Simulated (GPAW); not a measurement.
A run of GPAW 26.7.0 is set up as follows.

File run.py:

```python
from ase import Atoms
from ase.eos import EquationOfState
from ase.io import Trajectory
from ase.units import GPa
from ase.parallel import parprint
from gpaw import GPAW, PW, setup_paths

setup_paths.insert(0, '.')

atoms = Atoms(['Co', 'Co', 'Co', 'Co'],
              cell=[[2.4705617809, 0.0, 0.0],
                    [-1.2352808905, 2.1395692639, 0.0],
                    [0.0, 0.0, 8.0882338]],
              scaled_positions=[[0.6666666667, 0.3333333333, 0.75],
                                [0.0, 0.0, 0.5],
                                [0.3333333333, 0.6666666667, 0.25],
                                [0.0, 0.0, 0.0]],
              pbc=True)
atoms.set_initial_magnetic_moments([2.0, 2.0, 2.0, 2.0])

traj = Trajectory('eos.traj', 'w')
volumes, energies = [], []
for x in [0.94, 0.96, 0.98, 1.0, 1.02, 1.04, 1.06]:
    a = atoms.copy()
    a.set_cell(atoms.cell * x**(1 / 3), scale_atoms=True)
    calc = GPAW(mode=PW(600),
                xc='PBEsol',
                kpts={'size': (12, 12, 4), 'gamma': True},
                occupations={'name': 'fermi-dirac', 'width': 0.05},
                nbands=37,
                convergence={'density': 1e-05, 'energy': 1e-05},
                maxiter=150,
                txt=f'eos-{x:.2f}.txt')
    a.calc = calc
    energies.append(a.get_potential_energy(force_consistent=True))
    volumes.append(a.get_volume())
    p = -a.get_stress()[:3].mean() / GPa
    calc.write(f'eos-{x:.2f}.gpw')
    traj.write(a)
    parprint(f'{x:.2f} {volumes[-1]:10.4f} A^3 {energies[-1]:14.6f} eV {p:9.3f} GPa', flush=True)

v0, e0, B = EquationOfState(volumes, energies, eos='birchmurnaghan').fit()
parprint(f'V0 = {v0:.4f} A^3, E0 = {e0:.6f} eV, B0 = {B / GPa:.2f} GPa')
```

Potentials or basis: PAW data sets generated in the run's folder for this functional, pw.

The run is started by

```console
$ gpaw-setup -f PBEsol Co
$ OMP_NUM_THREADS=1 mpirun -n 4 gpaw python run.py
```

Estimate the equilibrium volume.

10.51 Å³/atom.

Estimate the pressure derivative of the bulk modulus.

4.1.

Estimate the bulk modulus at fixed shape and positions.

233 GPa.

Energy against volume, from the lowest point:
| volume (Å³/atom) | energy (meV/atom) |
| --- | --- |
| 10.047 | 15.96 |
| 10.261 | 4.38 |
| 10.475 | 0.00 |
| 10.688 | 2.00 |
| 10.902 | 9.82 |
| 11.116 | 22.92 |
| 11.330 | 40.68 |

Caveat: the cell was scaled at fixed shape and fractional positions, which overstates the stiffness of a crystal with free parameters, most of all of layers and chains.
